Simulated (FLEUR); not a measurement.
In: equation of state with SCAN

The system is In.

```
In
1.0
    -1.88253    1.88253    1.88253
     1.88253   -1.88253    1.88253
     1.88253    1.88253   -1.88253
In
1
Direct
  0.00000 0.00000 0.00000
```

This isn't the form of In at room conditions, which is tetragonal.

```json
{
 "Program": "FLEUR MaX-R8.1 (later development tree)",
 "Task": "equation of state",
 "Functional": "SCAN",
 "Potentials or basis": "all-electron",
 "Basis": "FLAPW",
 "Kmax": "4.1 1/bohr",
 "k mesh": "10 × 10 × 10",
 "Occupations": "fermi-dirac, width 0.05 eV",
 "Spin": "no spin polarisation",
 "Gmax": "12.7 1/bohr",
 "Muffin-tin radii": "In 2.66 bohr",
 "lmax": "In 10",
 "lnonsphr": "In 10",
 "Local orbitals a species": "In 5"
}
```

```json
{
 "Equilibrium volume": "26.38 Å³/atom",
 "Bulk modulus": "38 GPa"
}
```

Energy against volume, from the lowest point:
| volume (Å³/atom) | energy (meV/atom) |
| --- | --- |
| 25.085 | 7.84 |
| 25.618 | 2.31 |
| 26.686 | 0.00 |
| 27.753 | 7.21 |
| 28.287 | 13.78 |

Caveat: the meta-GGA is that of a development version, with a GGA for the radial functions and cores and without core tails.
